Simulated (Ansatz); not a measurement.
# Cobalt, hcp under PBEsol: structure, energy and stiffness, part 2 of 2

The plan for cobalt in the hcp structure: relax it, solve it on a dense k-mesh, switch on spin-orbit coupling, then scale the cell to 7 volumes from 88 to 112 % of the relaxed one and try a fit of the equation of state. The start is antiferromagnetic (alternate layers). The k-meshes are 14×14×8 for the relaxation; 24×24×13 for the dense run; 15×15×8 for spin-orbit coupling; 24×24×13 for the volumes. It starts from a deposited cell (COD).

Ansatz 0.2.0; DFT, PBEsol, plane waves (420 eV) with PAW, scalar-relativistic. Earlier steps stand in the parts before.

### 5 Volume × 0.88

File input.yaml:

```yaml
crystal:
  lattice:
    - [2.3515049789, 0.0, 0.0]
    - [-1.1757524894, 2.0364630489, 0.0]
    - [0.0, 0.0, 3.8020647594]
  atoms:
    - { symbol: Co, position: [0.3333333333, 0.6666666667, 0.25], spin: 1.634 }
    - { symbol: Co, position: [0.6666666667, 0.3333333333, 0.75], spin: 1.634 }
hamiltonian:
  xc: pbesol
  pseudopotentials:
    kind: paw
    azcp:
      Co: "pseudopotentials/Co.paw.azcp"
basis:
  ecutwfc: 420
  fft_grid_basis: typed
kpoints:
  mp_grid: { grid: [24, 24, 13], shift: [0, 0, 0] }
magnetization:
  spin_polarized: true
scf:
  occupations: { method: fermi_dirac, width: 0.05 }
output:
  stress: true
```

What it wrote (excerpt; [...] marks lines left out):

```text
Warning: <dir> the record states the generating functional pbe (its physics header spells it `PBE`), which answers neither for hamiltonian.xc's functional nor for the pbesol family's — results may be inconsistent (PPs are generated against a specific XC)
[...]
Pseudopotentials: kind: paw
Pseudopotential: Co, paw, valence charge 17, recommended cutoff 420 eV (normal), <dir>
Functional definition: PBEsol
[...]
Crystal: 2 atoms, lattice volume = 18.207 Å³
Basis set: ecut = 420 eV, 337 PW (Γ)
Bands: 23, of which v1, the nominal top of the filled ones, is band 17 counted from 1 (16 counted from 0)
Symmetry: 24 space group operations
Space group: P63/mmc (ITA 194), of the structure as read, at distance tolerance 2.6e-5 Å
Magnetic group: BNS 194.263 (UNI 1493), of the structure as read, at distance tolerance 2.6e-5 Å
k-points: 427 of 7488
[...]
Starting moments: Σ|m| = 3.268 μB on 2 of 2 sites
[...]
SCF iter   1: F=—  HF=-10185.023223 eV  |F-HF|=—  |Δ(HF+E_count)|=         —  Δρ=1.49e-1 (↑1.49e-1 ↓7.22e-2)  dr2=4.56e0  dr2_m=4.11e-1  M=2.222 μB ∫|m|=2.291 μB  β_m=0.30  ethr=3.10e-3  ⟨swp⟩=5.3  Hψ=73776  notcnv=0
[...]
SCF iter  11: F=-10185.688381 eV  HF=-10185.688381 eV  |F-HF|=3.18e-9  |Δ(HF+E_count)|=   4.95e-9  Δρ=3.72e-6 (↑3.72e-6 ↓3.53e-6)  dr2=4.26e-9  dr2_m=1.63e-10  M=2.917 μB ∫|m|=3.129 μB  ethr=5.37e-11  ⟨swp⟩=1.7  Hψ=61420  notcnv=0
[...]
SCF converged after 11 iterations
Magnetization: 2.9170 μB (18.4585 up, 15.5415 down)
Absolute magnetization: 3.1309 μB (∫|ρ↑−ρ↓|, with the PAW one-centre terms)
Spin contamination: 0.0318 ħ² per cell (⟨S²⟩ above its minimum at these occupations)
Per-site moments (μB) at R_I (Å): [(1.5078303486568903, 0.963619423795963), (1.5078303486568903, 0.963619423795963)]
Free energy (F): -10185.688381 eV
[...]
E sigma→0 (E₀):  -10185.680992 eV
Entropy (-TS):   -0.014778 eV (-7.389 meV/atom)
Fermi energy:    22.778333 eV
[...]
--- Stress (GPa, compression-positive) ---
       43.740765       0.000000       0.000000
        0.000000      43.740765       0.000000
        0.000000       0.000000      42.686822
  P = ⅓ Tr σ = 43.3895 GPa (433.895 kbar)
```

Run time: 40 s. Hardware: 1 thread of an x86-64 CPU, shared host; peak memory 0.69 GiB.

### 6 Volume × 0.92

Changes to input.yaml since step 5:

```diff
@@ -2,5 +2,5 @@
   lattice:
-    - [2.3515049789, 0.0, 0.0]
-    - [-1.1757524894, 2.0364630489, 0.0]
-    - [0.0, 0.0, 3.8020647594]
+    - [2.3866072433, 0.0, 0.0]
+    - [-1.1933036216, 2.0668625016, 0.0]
+    - [0.0, 0.0, 3.8588203621]
   atoms:
```

What it wrote (excerpt; [...] marks lines left out):

```text
Warning: <dir> the record states the generating functional pbe (its physics header spells it `PBE`), which answers neither for hamiltonian.xc's functional nor for the pbesol family's — results may be inconsistent (PPs are generated against a specific XC)
[...]
[... 3 set-up lines as earlier in the session ...]
[...]
Crystal: 2 atoms, lattice volume = 19.035 Å³
Basis set: ecut = 420 eV, 373 PW (Γ)
Bands: 23, of which v1, the nominal top of the filled ones, is band 17 counted from 1 (16 counted from 0)
[... 2 set-up lines as earlier in the session ...]
Magnetic group: BNS 194.263 (UNI 1493), of the structure as read, at distance tolerance 2.7e-5 Å
k-points: 427 of 7488
[...]
Starting moments: Σ|m| = 3.268 μB on 2 of 2 sites
[...]
SCF iter   1: F=—  HF=-10185.340413 eV  |F-HF|=—  |Δ(HF+E_count)|=         —  Δρ=1.09e-1 (↑1.09e-1 ↓9.17e-2)  dr2=4.18e0  dr2_m=7.02e-2  M=2.595 μB ∫|m|=2.680 μB  β_m=0.30  ethr=3.10e-3  ⟨swp⟩=5.2  Hψ=73706  notcnv=0
[...]
SCF iter  11: F=-10185.865690 eV  HF=-10185.865690 eV  |F-HF|=4.93e-10  |Δ(HF+E_count)|=  3.46e-11  Δρ=1.97e-6 (↑1.12e-6 ↓1.97e-6)  dr2=6.55e-10  dr2_m=8.58e-11  M=3.010 μB ∫|m|=3.244 μB  ethr=9.03e-12  ⟨swp⟩=1.9  Hψ=58765  notcnv=0
[...]
SCF converged after 11 iterations
Magnetization: 3.0095 μB (18.5048 up, 15.4952 down)
Absolute magnetization: 3.2461 μB (∫|ρ↑−ρ↓|, with the PAW one-centre terms)
Spin contamination: 0.0365 ħ² per cell (⟨S²⟩ above its minimum at these occupations)
Per-site moments (μB) at R_I (Å): [(1.5595087120747104, 0.9780039239684121), (1.55950871207471, 0.9780039239684121)]
Free energy (F): -10185.865690 eV
[...]
E sigma→0 (E₀):  -10185.859327 eV
Entropy (-TS):   -0.012727 eV (-6.364 meV/atom)
Fermi energy:    21.624459 eV
[...]
--- Stress (GPa, compression-positive) ---
       26.056433       0.000000      -0.000000
        0.000000      26.056433       0.000000
       -0.000000       0.000000      25.476912
  P = ⅓ Tr σ = 25.8633 GPa (258.633 kbar)
```

Wall time 44 s (1 thread of an x86-64 CPU, shared host); peak memory 0.69 GiB.

### 7 Volume × 0.96

Changes to input.yaml since step 6:

```diff
@@ -2,5 +2,5 @@
   lattice:
-    - [2.3866072433, 0.0, 0.0]
-    - [-1.1933036216, 2.0668625016, 0.0]
-    - [0.0, 0.0, 3.8588203621]
+    - [2.4207062394, 0.0, 0.0]
+    - [-1.2103531197, 2.0963930985, 0.0]
+    - [0.0, 0.0, 3.9139538161]
   atoms:
```

What it wrote (excerpt; [...] marks lines left out):

```text
Warning: <dir> the record states the generating functional pbe (its physics header spells it `PBE`), which answers neither for hamiltonian.xc's functional nor for the pbesol family's — results may be inconsistent (PPs are generated against a specific XC)
[...]
[... 3 set-up lines as earlier in the session ...]
[...]
Crystal: 2 atoms, lattice volume = 19.862 Å³
Basis set: ecut = 420 eV, 379 PW (Γ)
Bands: 23, of which v1, the nominal top of the filled ones, is band 17 counted from 1 (16 counted from 0)
[... 2 set-up lines as earlier in the session ...]
Magnetic group: BNS 194.263 (UNI 1493), of the structure as read, at distance tolerance 2.7e-5 Å
k-points: 427 of 7488
[...]
Starting moments: Σ|m| = 3.268 μB on 2 of 2 sites
[...]
SCF iter   1: F=—  HF=-10185.539591 eV  |F-HF|=—  |Δ(HF+E_count)|=         —  Δρ=1.14e-1 (↑6.96e-2 ↓1.14e-1)  dr2=3.76e0  dr2_m=1.01e-1  M=2.989 μB ∫|m|=3.089 μB  β_m=0.30  ethr=3.10e-3  ⟨swp⟩=5.2  Hψ=73650  notcnv=0
[...]
SCF iter  10: F=-10185.961372 eV  HF=-10185.961372 eV  |F-HF|=1.09e-11  |Δ(HF+E_count)|=   6.65e-9  Δρ=4.76e-7 (↑3.98e-7 ↓4.76e-7)  dr2=3.59e-11  dr2_m=1.23e-11  M=3.070 μB ∫|m|=3.326 μB  ethr=1.09e-11  ⟨swp⟩=1.6  Hψ=52691  notcnv=0
[...]
SCF converged after 10 iterations
Magnetization: 3.0702 μB (18.5351 up, 15.4649 down)
Absolute magnetization: 3.3278 μB (∫|ρ↑−ρ↓|, with the PAW one-centre terms)
Spin contamination: 0.0409 ħ² per cell (⟨S²⟩ above its minimum at these occupations)
Per-site moments (μB) at R_I (Å): [(1.5948285288514417, 0.9919772964705159), (1.5948285288514408, 0.9919772964705159)]
Free energy (F): -10185.961372 eV
[...]
E sigma→0 (E₀):  -10185.954935 eV
Entropy (-TS):   -0.012875 eV (-6.438 meV/atom)
Fermi energy:    20.568418 eV
[...]
--- Stress (GPa, compression-positive) ---
       11.848101      -0.000000       0.000000
       -0.000000      11.848101       0.000000
        0.000000       0.000000      11.495106
  P = ⅓ Tr σ = 11.7304 GPa (117.304 kbar)
```

Wall time 39 s (1 thread of an x86-64 CPU, shared host); peak memory 0.7 GiB.

### 8 Volume × 1.0

Changes to input.yaml since step 7:

```diff
@@ -2,5 +2,5 @@
   lattice:
-    - [2.4207062394, 0.0, 0.0]
-    - [-1.2103531197, 2.0963930985, 0.0]
-    - [0.0, 0.0, 3.9139538161]
+    - [2.45387072, 0.0, 0.0]
+    - [-1.22693536, 2.1251143812, 0.0]
+    - [0.0, 0.0, 3.9675762851]
   atoms:
```

What it wrote (excerpt; [...] marks lines left out):

```text
Warning: <dir> the record states the generating functional pbe (its physics header spells it `PBE`), which answers neither for hamiltonian.xc's functional nor for the pbesol family's — results may be inconsistent (PPs are generated against a specific XC)
[...]
[... 3 set-up lines as earlier in the session ...]
[...]
Crystal: 2 atoms, lattice volume = 20.690 Å³
Basis set: ecut = 420 eV, 391 PW (Γ)
Bands: 23, of which v1, the nominal top of the filled ones, is band 17 counted from 1 (16 counted from 0)
[... 2 set-up lines as earlier in the session ...]
Magnetic group: BNS 194.263 (UNI 1493), of the structure as read, at distance tolerance 2.7e-5 Å
k-points: 427 of 7488
[...]
Starting moments: Σ|m| = 3.268 μB on 2 of 2 sites
[...]
SCF iter   1: F=—  HF=-10185.652831 eV  |F-HF|=—  |Δ(HF+E_count)|=         —  Δρ=1.24e-1 (↑4.70e-2 ↓1.24e-1)  dr2=3.41e0  dr2_m=2.82e-1  M=3.204 μB ∫|m|=3.318 μB  β_m=0.30  ethr=3.10e-3  ⟨swp⟩=5.3  Hψ=73603  notcnv=0
[...]
SCF iter  10: F=-10185.992083 eV  HF=-10185.992083 eV  |F-HF|=1.73e-10  |Δ(HF+E_count)|=   2.16e-9  Δρ=1.24e-6 (↑3.95e-7 ↓1.24e-6)  dr2=2.87e-10  dr2_m=3.47e-11  M=3.140 μB ∫|m|=3.416 μB  ethr=4.92e-12  ⟨swp⟩=1.0  Hψ=57442  notcnv=0
[...]
SCF converged after 10 iterations
Magnetization: 3.1398 μB (18.5699 up, 15.4301 down)
Absolute magnetization: 3.4174 μB (∫|ρ↑−ρ↓|, with the PAW one-centre terms)
Spin contamination: 0.0454 ħ² per cell (⟨S²⟩ above its minimum at these occupations)
Per-site moments (μB) at R_I (Å): [(1.6341369498558787, 1.0055677153522256), (1.6341369498558778, 1.0055677153522256)]
Free energy (F): -10185.992083 eV
[...]
E sigma→0 (E₀):  -10185.985152 eV
Entropy (-TS):   -0.013862 eV (-6.931 meV/atom)
Fermi energy:    19.594501 eV
[...]
--- Stress (GPa, compression-positive) ---
        0.731245       0.000000       0.000000
        0.000000       0.731245       0.000000
        0.000000       0.000000       0.405822
  P = ⅓ Tr σ = 0.6228 GPa (6.228 kbar)
```

Wall time 39 s (1 thread of an x86-64 CPU, shared host); peak memory 0.72 GiB.

### 9 Volume × 1.04

Changes to input.yaml since step 8:

```diff
@@ -2,5 +2,5 @@
   lattice:
-    - [2.45387072, 0.0, 0.0]
-    - [-1.22693536, 2.1251143812, 0.0]
-    - [0.0, 0.0, 3.9675762851]
+    - [2.4861621958, 0.0, 0.0]
+    - [-1.2430810979, 2.1530796195, 0.0]
+    - [0.0, 0.0, 4.0197872237]
   atoms:
```

What it wrote (excerpt; [...] marks lines left out):

```text
Warning: <dir> the record states the generating functional pbe (its physics header spells it `PBE`), which answers neither for hamiltonian.xc's functional nor for the pbesol family's — results may be inconsistent (PPs are generated against a specific XC)
[...]
[... 3 set-up lines as earlier in the session ...]
[...]
Crystal: 2 atoms, lattice volume = 21.518 Å³
Basis set: ecut = 420 eV, 391 PW (Γ)
Bands: 23, of which v1, the nominal top of the filled ones, is band 17 counted from 1 (16 counted from 0)
[... 1 set-up line as earlier in the session ...]
Space group: P63/mmc (ITA 194), of the structure as read, at distance tolerance 2.8e-5 Å
Magnetic group: BNS 194.263 (UNI 1493), of the structure as read, at distance tolerance 2.8e-5 Å
k-points: 427 of 7488
[...]
Starting moments: Σ|m| = 3.268 μB on 2 of 2 sites
[...]
SCF iter   1: F=—  HF=-10185.681473 eV  |F-HF|=—  |Δ(HF+E_count)|=         —  Δρ=1.27e-1 (↑3.27e-2 ↓1.27e-1)  dr2=3.10e0  dr2_m=4.40e-1  M=3.331 μB ∫|m|=3.457 μB  β_m=0.30  ethr=3.10e-3  ⟨swp⟩=5.4  Hψ=73926  notcnv=0
[...]
SCF iter  10: F=-10185.971745 eV  HF=-10185.971745 eV  |F-HF|=1.30e-9  |Δ(HF+E_count)|=  1.04e-10  Δρ=2.37e-6 (↑1.21e-6 ↓2.37e-6)  dr2=1.54e-9  dr2_m=7.31e-11  M=3.210 μB ∫|m|=3.505 μB  ethr=9.46e-12  ⟨swp⟩=1.4  Hψ=49566  notcnv=0
[...]
SCF converged after 10 iterations
Magnetization: 3.2095 μB (18.6048 up, 15.3952 down)
Absolute magnetization: 3.5062 μB (∫|ρ↑−ρ↓|, with the PAW one-centre terms)
Spin contamination: 0.0502 ħ² per cell (⟨S²⟩ above its minimum at these occupations)
Per-site moments (μB) at R_I (Å): [(1.673210455658117, 1.0188003870045552), (1.673210455658117, 1.0188003870045552)]
Free energy (F): -10185.971745 eV
[...]
E sigma→0 (E₀):  -10185.964557 eV
Entropy (-TS):   -0.014375 eV (-7.188 meV/atom)
Fermi energy:    18.695628 eV
[...]
--- Stress (GPa, compression-positive) ---
       -8.084272       0.000000      -0.000000
        0.000000      -8.084272      -0.000000
       -0.000000      -0.000000      -8.328715
  P = ⅓ Tr σ = -8.1658 GPa (-81.658 kbar)
```

It took 40 s on 1 thread of an x86-64 CPU, shared host; peak memory 0.72 GiB.

### 10 Volume × 1.08

Changes to input.yaml since step 9:

```diff
@@ -2,5 +2,5 @@
   lattice:
-    - [2.4861621958, 0.0, 0.0]
-    - [-1.2430810979, 2.1530796195, 0.0]
-    - [0.0, 0.0, 4.0197872237]
+    - [2.5176359445, 0.0, 0.0]
+    - [-1.2588179722, 2.1803366854, 0.0]
+    - [0.0, 0.0, 4.0706760085]
   atoms:
```

What it wrote (excerpt; [...] marks lines left out):

```text
Warning: <dir> the record states the generating functional pbe (its physics header spells it `PBE`), which answers neither for hamiltonian.xc's functional nor for the pbesol family's — results may be inconsistent (PPs are generated against a specific XC)
[...]
[... 3 set-up lines as earlier in the session ...]
[...]
Crystal: 2 atoms, lattice volume = 22.345 Å³
Basis set: ecut = 420 eV, 415 PW (Γ)
Bands: 23, of which v1, the nominal top of the filled ones, is band 17 counted from 1 (16 counted from 0)
[... 2 set-up lines as earlier in the session ...]
Magnetic group: BNS 194.263 (UNI 1493), of the structure as read, at distance tolerance 2.8e-5 Å
k-points: 427 of 7488
[...]
Starting moments: Σ|m| = 3.268 μB on 2 of 2 sites
[...]
SCF iter   1: F=—  HF=-10185.641304 eV  |F-HF|=—  |Δ(HF+E_count)|=         —  Δρ=1.27e-1 (↑2.21e-2 ↓1.27e-1)  dr2=2.81e0  dr2_m=5.76e-1  M=3.421 μB ∫|m|=3.559 μB  β_m=0.30  ethr=3.10e-3  ⟨swp⟩=5.5  Hψ=74086  notcnv=0
[...]
SCF iter  10: F=-10185.910689 eV  HF=-10185.910689 eV  |F-HF|=1.39e-9  |Δ(HF+E_count)|=  3.27e-11  Δρ=2.29e-6 (↑1.29e-6 ↓2.29e-6)  dr2=1.65e-9  dr2_m=5.61e-11  M=3.267 μB ∫|m|=3.582 μB  ethr=1.11e-11  ⟨swp⟩=1.6  Hψ=50879  notcnv=0
[...]
SCF converged after 10 iterations
Magnetization: 3.2670 μB (18.6335 up, 15.3665 down)
Absolute magnetization: 3.5827 μB (∫|ρ↑−ρ↓|, with the PAW one-centre terms)
Spin contamination: 0.0549 ħ² per cell (⟨S²⟩ above its minimum at these occupations)
Per-site moments (μB) at R_I (Å): [(1.7059792177843804, 1.0316979636043218), (1.7059792177843802, 1.0316979636043218)]
Free energy (F): -10185.910689 eV
[...]
E sigma→0 (E₀):  -10185.903305 eV
Entropy (-TS):   -0.014769 eV (-7.385 meV/atom)
Fermi energy:    17.864928 eV
[...]
--- Stress (GPa, compression-positive) ---
      -15.202417       0.000000       0.000000
        0.000000     -15.202417       0.000000
        0.000000       0.000000     -15.221971
  P = ⅓ Tr σ = -15.2089 GPa (-152.089 kbar)
```

Run time: 36 s. Hardware: 1 thread of an x86-64 CPU, shared host; peak memory 0.73 GiB.

### 11 Volume × 1.12

Changes to input.yaml since step 10:

```diff
@@ -2,5 +2,5 @@
   lattice:
-    - [2.5176359445, 0.0, 0.0]
-    - [-1.2588179722, 2.1803366854, 0.0]
-    - [0.0, 0.0, 4.0706760085]
+    - [2.5483418481, 0.0, 0.0]
+    - [-1.274170924, 2.206928778, 0.0]
+    - [0.0, 0.0, 4.1203232918]
   atoms:
```

What it wrote (excerpt; [...] marks lines left out):

```text
Warning: <dir> the record states the generating functional pbe (its physics header spells it `PBE`), which answers neither for hamiltonian.xc's functional nor for the pbesol family's — results may be inconsistent (PPs are generated against a specific XC)
[...]
[... 3 set-up lines as earlier in the session ...]
[...]
Crystal: 2 atoms, lattice volume = 23.173 Å³
Basis set: ecut = 420 eV, 463 PW (Γ)
Bands: 23, of which v1, the nominal top of the filled ones, is band 17 counted from 1 (16 counted from 0)
[... 1 set-up line as earlier in the session ...]
Space group: P63/mmc (ITA 194), of the structure as read, at distance tolerance 2.9e-5 Å
Magnetic group: BNS 194.263 (UNI 1493), of the structure as read, at distance tolerance 2.9e-5 Å
k-points: 427 of 7488
[...]
Starting moments: Σ|m| = 3.268 μB on 2 of 2 sites
[...]
SCF iter   1: F=—  HF=-10185.549196 eV  |F-HF|=—  |Δ(HF+E_count)|=         —  Δρ=1.27e-1 (↑1.35e-2 ↓1.27e-1)  dr2=2.53e0  dr2_m=7.09e-1  M=3.500 μB ∫|m|=3.649 μB  β_m=0.30  ethr=3.10e-3  ⟨swp⟩=5.5  Hψ=74163  notcnv=0
[...]
SCF iter  10: F=-10185.816996 eV  HF=-10185.816996 eV  |F-HF|=1.25e-9  |Δ(HF+E_count)|=  9.28e-10  Δρ=2.46e-6 (↑1.19e-6 ↓2.46e-6)  dr2=1.65e-9  dr2_m=9.07e-11  M=3.312 μB ∫|m|=3.647 μB  ethr=3.08e-12  ⟨swp⟩=1.1  Hψ=53646  notcnv=0
[...]
SCF converged after 10 iterations
Magnetization: 3.3125 μB (18.6562 up, 15.3438 down)
Absolute magnetization: 3.6474 μB (∫|ρ↑−ρ↓|, with the PAW one-centre terms)
Spin contamination: 0.0597 ħ² per cell (⟨S²⟩ above its minimum at these occupations)
Per-site moments (μB) at R_I (Å): [(1.7327267097452734, 1.0442808861952497), (1.7327267097452734, 1.0442808861952497)]
Free energy (F): -10185.816996 eV
[...]
E sigma→0 (E₀):  -10185.809387 eV
Entropy (-TS):   -0.015218 eV (-7.609 meV/atom)
Fermi energy:    17.095026 eV
[...]
--- Stress (GPa, compression-positive) ---
      -20.931563       0.000000       0.000000
        0.000000     -20.931563       0.000000
        0.000000       0.000000     -20.686420
  P = ⅓ Tr σ = -20.8498 GPa (-208.498 kbar)
```

It took 54 s on 1 thread of an x86-64 CPU, shared host; peak memory 0.73 GiB.

### 12 Fitting the volumes

The cell was scaled evenly, with its shape and the fractional positions fixed.

```
V (Å³/atom)  E − E₀ (meV/atom)  P from the stress (GPa)  P from the fit (GPa)  largest moment (μB)
      9.104              152.2                    43.39                 43.84                 1.51
      9.517               63.1                    25.86                 25.87                 1.56
      9.931               15.3                    11.73                 11.72                 1.59
     10.345                0.2                     0.62                  0.55                 1.63
     10.759               10.5                    -8.17                 -8.28                 1.67
     11.173               41.1                   -15.21                -15.25                 1.71
     11.586               88.1                   -20.85                -20.76                 1.73
```

A third-order Birch-Murnaghan fit gives V₀ = 10.368 Å³/atom, B₀ = 245 GPa and B₀′ = 4.9; it misses no point by more than 0.13 meV/atom.

### 13 Summary of results

What follows sums up all 2 parts.

| quantity | value |
| --- | --- |
| space group (spins left aside) | P6_3/mmc (No. 194) |
| conventional cell | a = 2.454 Å, c = 3.968 Å (c/a = 1.617) |
| volume | 10.345 Å³/atom |
| shortest distance | 2.438 Å |
| against the deposited volume | -6.6 % (11.074 Å³/atom) |
| gap on the mesh | none (levels filled in part) |
| magnetic state | ferromagnetic, up to 1.63 μB per atom |
| magnetic state with spin-orbit coupling | ferromagnetic, up to 1.61 μB per atom |
| V₀, B₀, B₀′ | 10.368 Å³/atom, 245 GPa, 4.9 |

**Reading.** PBEsol puts the volume 6.6 % below the deposited one. It ends ferromagnetic, with up to 1.63 μB per atom. That is not the order it started in. No gap shows: it is a metal or semimetal at this level. The largest spin moment is 1.61 μB in the spin-orbit run and 1.63 μB without; mesh and site projection of the two kinds of run can differ, so the change can't be laid on spin-orbit coupling. Totals with and without spin-orbit coupling (-0.24 eV/atom apart) can't be read as binding, since the two-component data shift the zero of energy. B₀ comes out at 245 GPa; letting shape and positions relax at each volume could only lower it.
